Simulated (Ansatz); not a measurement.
GeO₂ (rutile, space group No. 136), plane-wave PAW PBE (Ansatz code). The conduction-band minimum lies at Γ, with 1 equivalent valley. Second derivatives d²E/dk² of the lowest band at one valley (eV·Å²), along Cartesian directions:

| direction | d²E/dk² |
|---|---|
| [100] | 34.52 |
| [010] | 34.52 |
| [001] | 40.44 |
| [110] | 34.53 |
| [101] | 37.48 |
| [011] | 37.48 |

Find the principal effective masses, the density-of-states mass and the conductivity mass.

Off-diagonal terms follow from H_xy = H[110] − (H_xx + H_yy)/2, and m*/mₑ = 7.620 eV·Å² over each eigenvalue: 0.19, 0.22, 0.22. One valley's DOS mass (m₁m₂m₃)^(1/3) = 0.21, conductivity mass 3/(Σ 1/mᵢ) = 0.21 mₑ.

What effective density of states Nc follows at 300 K for parabolic valleys?

Nc = 2.509e19 × 1 × (0.21)^(3/2) ≈ 2.4e18 cm⁻³.

Space group P4_2/mnm (rutile). The PBE relaxation kept the symmetry of its start. Scalar-relativistic: spin–orbit coupling is off unless named, which matters more the heavier the elements.

Potentials: the later of the program's two PAW sets.

Edges and masses are those of Kohn–Sham bands, whose gap is no quasiparticle gap.
